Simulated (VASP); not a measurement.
A run of VASP 6.6.1:

Contents of INCAR:

```
SYSTEM = Cs
PREC = Accurate
ENCUT = 600
EDIFF = 1E-6
ISMEAR = -1
SIGMA = 0.05
LREAL = .False.
LASPH = .True.
NELM = 80
ALGO = Normal
ISIF = 2
LWAVE = .False.
LCHARG = .False.
LDIPOL = .True.
IDIPOL = 3
DIPOL = 0.5 0.5 0.500
GGA = PE
NBANDS = 26
```

KPOINTS

```
regular mesh
0
Gamma
  4 3 1
  0 0 0
```

POSCAR

```
Cs
1.0
    5.5837899523      0.0000000000      0.0000000000
    0.0000000000      7.8966714800      0.0000000000
    0.0000000000      0.0000000000     23.3756849285
Cs
4
Direct
    0.5000000000      0.5000000000      0.3208462136
    0.0000000000      0.0000000000      0.4402820712
    0.5000000000      0.5000000000      0.5597179288
    0.0000000000      0.0000000000      0.6791537864
```

Potentials or basis: VASP PAW PBE potentials, release 64 (Cs_sv).

Launch:

```sh
$ cat potpaw_PBE.64/Cs_sv/POTCAR > POTCAR
$ mpirun -np 1 vasp_std > vasp.out
```

Hardware: 1 thread of Intel(R) Xeon(R) Platinum 8259CL CPU @ 2.50GHz (Skylake/Cascade Lake), on a shared host.

Q: How long does it take, and how much memory?

A: Wall time 5.1 min on 1 thread of Intel(R) Xeon(R) Platinum 8259CL CPU @ 2.50GHz (Skylake/Cascade Lake) (shared host), peak memory 1 GiB. Counts: scf iterations 19, k points 6.
